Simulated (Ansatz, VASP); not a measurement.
# Cross-check of Si27C26N (N_C) between VASP and Ansatz, part 2 of 2

Aim: how closely do two programs agree when they are given the same cell, functional and k mesh? The structure shown is the start of the Ansatz relaxation below; VASP solves that cell, so the two are compared at the walk's first step.

VASP 6.6.1 and Ansatz 0.2.0.

So far: Set-up; Ansatz: relaxation, r2SCAN.

**3. VASP: single point, r2SCAN, start cell**

Level of this step: r2SCAN; plane waves and PAW (Si, C, N) (VASP).

The same cell, functional and mesh now go to VASP, with its own data sets.

Lines of VASP's logs that name or quote its potential files are left out, and so is its time.

INCAR reads:

```
SYSTEM = Si27C26N
PREC = Accurate
ENCUT = 580
EDIFF = 1E-06
NELM = 120
ISMEAR = 0
SIGMA = 0.01
LREAL = Auto
ALGO = Normal
METAGGA = R2SCAN
LASPH = .TRUE.
NELECT = 216
NBANDS = 152
LORBIT = 11
LWAVE = .FALSE.
LCHARG = .FALSE.
ISIF = 2
ISYM = 0
GGA_COMPAT = .FALSE.
EFERMI = MIDGAP
LMIXTAU = .TRUE.
KPAR = 4
```

POSCAR reads:

```
Si27C26N
1.0
    0.0000000000      6.5348887282      6.5348887282
    6.5348887282      0.0000000000      6.5348887282
    6.5348887282      6.5348887282      0.0000000000
Si C N
27 26 1
Direct
    0.0064427264      0.9964200615      0.9988112269
    0.0063020201      0.9970909987      0.3301190104
    0.9953965551      0.0060004082      0.6663975748
    0.0046545552      0.3281482041      0.9980460264
    0.9962631345      0.3392585692      0.3341199967
    0.0008329905      0.3273159787      0.6712837330
    0.9948546178      0.6644804037      0.0041184328
    0.0022568862      0.6600530903      0.3351811471
    0.0047773575      0.6681569774      0.6661649006
    0.3287901431      0.0000838576      0.0059681200
    0.3288580861      0.0019954433      0.3385391997
    0.3289099615      0.0033997518      0.6635115272
    0.3292385822      0.3372286188      0.0037453583
    0.3307673764      0.3395450316      0.3333444670
    0.3306516132      0.3399063997      0.6652565454
    0.3389962082      0.6670809070      0.9989408389
    0.3376182965      0.6646485014      0.3362949380
    0.3347021030      0.6643037365      0.6621343040
    0.6649310617      0.0037834615      0.9945534650
    0.6620854891      0.9976213826      0.3387724095
    0.6608702427      0.0048576956      0.6664636050
    0.6605821735      0.3371436136      0.0026231510
    0.6620975016      0.3380916787      0.3304998126
    0.6658222781      0.3312130612      0.6632023406
    0.6679898743      0.6718679816      0.9987936290
    0.6698102572      0.6673779281      0.3268934773
    0.6607761325      0.6711836547      0.6662360571
    0.0839526919      0.0799996024      0.0800343390
    0.0791089216      0.0881701317      0.4192856396
    0.0889447432      0.0802722161      0.7460385636
    0.0769106439      0.4202037118      0.0853314453
    0.0773286311      0.4202249058      0.4160418200
    0.0809296871      0.4127266144      0.7560975719
    0.0830585680      0.7476594787      0.0796626418
    0.0825349937      0.7519809754      0.4212367057
    0.0815690247      0.7501843878      0.7455867579
    0.4220231001      0.0795141312      0.0852182835
    0.4148212177      0.0779672801      0.4198606302
    0.4207852826      0.0773511258      0.7495077887
    0.4210862058      0.4106032423      0.0848230969
    0.4126129169      0.4196958225      0.7545376371
    0.4148232836      0.7545023649      0.0859621370
    0.4153822066      0.7538109224      0.4109775410
    0.4200990429      0.7467042979      0.7541677762
    0.7444805416      0.0886231616      0.0836331761
    0.7491279046      0.0887754213      0.4114049392
    0.7533842893      0.0867668179      0.7490464954
    0.7542349541      0.4105952850      0.0852659507
    0.7480143432      0.4199763170      0.4206289677
    0.7452923382      0.4176601337      0.7480825923
    0.7543089416      0.7520297903      0.0773564817
    0.7535902606      0.7481587986      0.4203050142
    0.7480762417      0.7552935031      0.7515664312
    0.4164616435      0.4104976552      0.4201082244
```

KPOINTS reads:

```
Points of the shifted mesh
8
Reciprocal
 0.2500000000  0.2500000000  0.2500000000 1
 0.2500000000  0.2500000000  0.7500000000 1
 0.2500000000  0.7500000000  0.2500000000 1
 0.2500000000  0.7500000000  0.7500000000 1
 0.7500000000  0.2500000000  0.2500000000 1
 0.7500000000  0.2500000000  0.7500000000 1
 0.7500000000  0.7500000000  0.2500000000 1
 0.7500000000  0.7500000000  0.7500000000 1
```

Potentials, in the order of the species: Si, C and N (PBE family, release 64).

Run with:

```bash
$ mpirun -np 8 vasp_std
```

Numbers of over 12 decimals in the logs are rounded to 6 here.

Output:

```text
[banner, memory and clock lines left out]
running    8 mpi-ranks, on    1 nodes
[...]
|                                                                             |
|           W    W    AA    RRRRR   N    N  II  N    N   GGGG   !!!           |
|           W    W   A  A   R    R  NN   N  II  NN   N  G    G  !!!           |
|           W    W  A    A  R    R  N N  N  II  N N  N  G       !!!           |
|           W WW W  AAAAAA  RRRRR   N  N N  II  N  N N  G  GGG   !            |
|           WW  WW  A    A  R   R   N   NN  II  N   NN  G    G                |
|           W    W  A    A  R    R  N    N  II  N    N   GGGG   !!!           |
|                                                                             |
|     For optimal performance we recommend to set                             |
|       NCORE = 2 up to number-of-cores-per-socket                            |
|     NCORE specifies how many cores store one orbital (NPAR=cpu/NCORE).      |
|     This setting can greatly improve the performance of VASP for DFT.       |
[...]
DAV:   5    -0.611513840153E+03   -0.35184E-01   -0.35146E-01  3008   0.137E+00BRMIX: very serious problems
 the old and the new charge density differ
 old charge density:   217.00000 new  216.00000
BRMIX: very serious problems
 the old and the new charge density differ
 old charge density:   217.00000 new  216.00000
BRMIX: very serious problems
 the old and the new charge density differ
 old charge density:   217.00000 new  216.00000
BRMIX: very serious problems
 the old and the new charge density differ
 old charge density:   217.00000 new  216.00000
    0.478E+01
DAV:   6    -0.549130804896E+03    0.62383E+02   -0.14367E+02  2816   0.230E+01    0.271E+01
DAV:   7    -0.522170732595E+03    0.26960E+02   -0.11470E+01  2896   0.847E+00    0.108E+01
DAV:   8    -0.526366174628E+03   -0.41954E+01   -0.12908E+01  2808   0.882E+00    0.613E+00
DAV:   9    -0.527809232774E+03   -0.14431E+01   -0.32408E+00  2760   0.520E+00    0.195E+00
[...]
DAV:  24    -0.529419571955E+03   -0.14907E-05   -0.28781E-06  2160   0.431E-03    0.417E-02
DAV:  25    -0.529419570058E+03    0.18971E-05   -0.90004E-06  2880   0.809E-03    0.152E-02
DAV:  26    -0.529419570280E+03   -0.22223E-06   -0.61898E-07  1456   0.218E-03
   1 F= -.52941957E+03 E0= -.52941957E+03  d E =0.000000E+00
```

OUTCAR, selected parts (step 3):

```text
  Total      -13.7855192    -13.5916511    -12.6782664     -0.2504596      0.9509331     -1.7731723
  in kB      -39.5721023    -39.0155930    -36.3936714     -0.7189584      2.7297066     -5.0899900
  external PRESSURE =     -38.3271222 kB  Pullay stress =       0.0000000 kB

 POSITION                                       TOTAL-FORCE (eV/Angst)
 -----------------------------------------------------------------------------------
     13.03861      6.56922      6.55360         0.240089     -1.497928     -1.389221
      8.67317      2.19847      6.55706         1.407868     -0.806491     -0.129844
      4.39405     10.85964      6.54402        -1.133406      0.801426     -0.343930
      8.66653      6.55254      2.17483         1.227987      0.386961     -0.572543
      4.40045      8.69391      8.72749        -1.145021     -0.069178     -0.735927
      6.52574      4.39221      2.14442         0.685926     -1.220706     -0.247817
      4.36922      6.52818     10.84357        -0.906316     -0.437940      1.721704
      6.50374      2.20512      4.32812         1.360804     -1.172182      1.281008
      8.71965      4.38453      4.39755         0.561865     -1.093144     -1.765738
      0.03955      2.18761      2.14916        -0.461812     -0.038483      1.243838
      2.22536      4.36137      2.16209        -0.764107     -0.973770      0.274975
      4.35819      6.48536      2.17161        -0.538915      1.963817     -0.158076
      2.22823      2.17601      4.35529        -0.743823      0.228587     -0.877296
      4.39726      4.33990      4.38042        -1.704176     -0.397510     -1.862792
[...]
-----------------------------------------------------------------------------------
    total drift:                               -0.002815     -0.001760      0.009068

  FREE ENERGIE OF THE ION-ELECTRON SYSTEM (eV)
  ---------------------------------------------------
  free  energy   TOTEN  =      -529.4195702805 eV

  energy  without entropy=     -529.4195702805  energy(sigma->0) =     -529.41957028

[... 1 further part left out ...]
```

The cell is charged against a uniform background.

The run ends at a pressure of -3.83 GPa, with forces up to 2.8 eV/Å.

**4. Side by side**

Known differences besides the potentials themselves: VASP keeps PBE cores, Ansatz makes them for the functional; fixed occupations in Ansatz, narrow Gaussian smearing in VASP; the cutoff is 500 eV in Ansatz and 580 eV in VASP (PREC = Accurate, projectors in real space). Total energies have different zeros and are not compared.

Forces on 8 of the 54 atoms, those with the largest forces and the largest differences (eV/Å; atoms numbered as in POSCAR):

```tsv
atom	Ansatz x, y, z	VASP x, y, z
Si14	-1.699, -0.394, -1.859	-1.704, -0.398, -1.863
Si15	0.062, 1.916, -1.972	0.065, 1.918, -1.972
Si17	0.647, -2.079, 0.172	0.656, -2.084, 0.183
Si22	-1.987, 0.784, 0.780	-1.973, 0.779, 0.769
Si23	-1.252, 2.078, 0.808	-1.251, 2.083, 0.809
C32	-0.197, 2.193, 0.552	-0.189, 2.184, 0.552
C39	1.699, -1.565, 0.198	1.688, -1.559, 0.200
C40	2.291, -0.570, 0.191	2.282, -0.568, 0.204
```

The forces differ by 5.0 meV/Å r.m.s., which is 0.5 % of the r.m.s. force of 1.012 eV/Å (both taken over all components). The cell carries a charge of +1 e against a uniform background, so its pressure also hangs on how the neutralising background is counted, and in a defect's cell a gap may be the spacing between its levels.

**5. Results**

- r.m.s. force difference (single point, r2SCAN, start cell): 0.49 % of the r.m.s. force

In words: The r.m.s. force difference is 0.49 % of the r.m.s. force (single point, r2SCAN, start cell), within the 3 % picked in this series as the mark of a large difference. VASP runs on this material, other cells of it included, that failed, so that no pair exists: single point, r2SCAN (timeout). How closely two codes agree says nothing of how well the functional describes the real material.

[Lines on the potential files, build, host, timing and source positions are cut from VASP's logs without a mark.]

[Logs are printed without paths, hosts, clocks, repeated set-up lines and the standing remarks that a program may print on its own settings, such as how far it seeks lower states.]

[Hosts, paths, dates, database ids (printed as entryN), source tags and the programs' standing remarks are cut or masked in the printed files.]
